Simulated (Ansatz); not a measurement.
A crystal relaxed with r2SCAN in Ansatz 0.2.0 has space group F-43m (No. 216) and a = 5.451 Å.

| atom | site | x | y | z |
| --- | --- | --- | --- | --- |
| Ga | 4a | 0.0000 | 0.0000 | 0.0000 |
| Xx | 4d | 0.2500 | 0.2500 | 0.7500 |

r2SCAN gives an indirect gap of 1.86 eV, from Γ to Γ–X (0.90 of the way from Γ); the least direct gap is 2.36 eV at Γ. HSE06 gives an indirect gap of 2.26 eV, from Γ to Γ–X (0.90 of the way from Γ); the least direct gap is 2.80 eV at Γ. With PBE the valence top lies at Γ and the conduction bottom at Γ–X (0.90 of the way from Γ), 1.60 eV higher; the smallest vertical gap, at Γ, is 1.83 eV. Meshes: r2SCAN 8×8×8, HSE06 6×6×6, PBE 8×8×8. r2SCAN's ε∞ is 9.4 in all directions.

Problem. Which element is Xx?
A. Bi
B. N
C. P
D. Sb

Solution. C. Xx is P: GaP in the zincblende structure. Around Ga lie 4 P at 2.36 Å; around P lie 4 Ga at 2.36 Å.

Spin-unpolarised throughout; all numbers are computed.

Where an edge lies off the special points, it is a point of the mesh or the k point where a search put PBE's edge or least direct gap, reused for the other functionals, whose own edges may lie a little apart; PBE's own value is read along its path and can be a few hundredths of an eV high.

The meshes of the hybrids are coarse, so their gaps aren't converged to the digits shown.
